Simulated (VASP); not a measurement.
Runs of VASP 6.6.1 on Cs2AgBiBr6. The structure is cubic, space group Fm-3m (No. 225). Conventional cell: a = 11.232 Å, b = 11.232 Å, c = 11.232 Å, α = 90.00°, β = 90.00°, γ = 90.00°. Bi (site symmetry m-3m) has 6 Br at 2.81 Å as nearest neighbours. Cs (site symmetry -43m) is surrounded by 12 Br at 3.97 Å. Around Ag (site symmetry m-3m) lie 6 Br at 2.80 Å. Around Br (site symmetry 4mm) lie 1 Ag at 2.80 Å and 1 Bi at 2.81 Å. 

```tsv
level	potentials or basis	gap on the mesh (eV)	pressure (GPa)	relaxed volume (Å³/atom)
PBE	VASP PAW PBE potentials, release 64 (Bi_d, Cs_sv, Ag, Br)	1.90	0.0	(b)
PBE	VASP PAW PBE potentials, release 64 (Bi_d_GW, Cs_sv_GW, Ag_sv_GW, Br_GW)	1.89	0.0	37.63
optB88-vdW	VASP PAW PBE potentials, release 64 (Bi_d, Cs_sv, Ag, Br)	(a)	0.0	36.32
PBE	VASP PAW PBE potentials, release 54 (Bi, Cs_sv, Ag, Br)	1.90	0.0	37.76
PBEsol+rVV10	VASP PAW PBE potentials, release 64 (Bi_d, Cs_sv, Ag, Br)	1.74	0.0	(c)
```

Alike in all rows: task relaxation of cell and atoms; no spin polarisation; cell relaxed; k mesh 3 × 3 × 3; cutoff (eV) 600; smearing fermi-dirac 0.05 eV.

Estimate the missing entries.

(a) 1.86; (b) 37.75; (c) 34.63.

Caveats: spin-orbit coupling is left out, which as a rule narrows the gap of such compounds by several tenths of an eV; an odd mesh through Γ misses points on the zone boundary, where band edges often lie; the PAW data sets were made with another functional, which shifts forces and pressure a little (some runs).

A k mesh can miss the band edges, and the runs leave out spin-orbit coupling on Ag, Bi, Br, Cs.

Not every run made on this cell is shown here.
